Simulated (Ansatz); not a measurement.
The system is In.

```
CELL_PARAMETERS angstrom
-1.88253 1.88253 1.88253
1.88253 -1.88253 1.88253
1.88253 1.88253 -1.88253
ATOMIC_POSITIONS crystal
In 0.00000 0.00000 0.00000
```

This isn't the form of In at room conditions, which is tetragonal.

Program: Ansatz 0.2.0. Alike in all runs: task single point; potentials or basis Ansatz PAW; cell as given; smearing fermi-dirac 0.05 eV; the mesh is coarse, so values aren't converged.

**Question.** Order these runs on this cell by their pressure, lowest first.
A. level HF; spin off; k mesh 5 × 5 × 5; cutoff (eV) 420
B. level B3LYP; spin off; k mesh 5 × 5 × 5; cutoff (eV) 420
C. level r2SCANh; spin off; k mesh 5 × 5 × 5; cutoff (eV) 500
D. level PBE0; spin SOC, no magnetisation; k mesh 4 × 4 × 4; cutoff (eV) 420

**Answer.** C (-1.3 GPa), D (0.7 GPa), B (3.4 GPa), A (5.9 GPa).

Caveats: all runs use coarse meshes; the PAW data sets come from PBE, with cores solved anew for the run's functional, which leaves a small shift of forces and pressure; the thresholds are loose for stress.
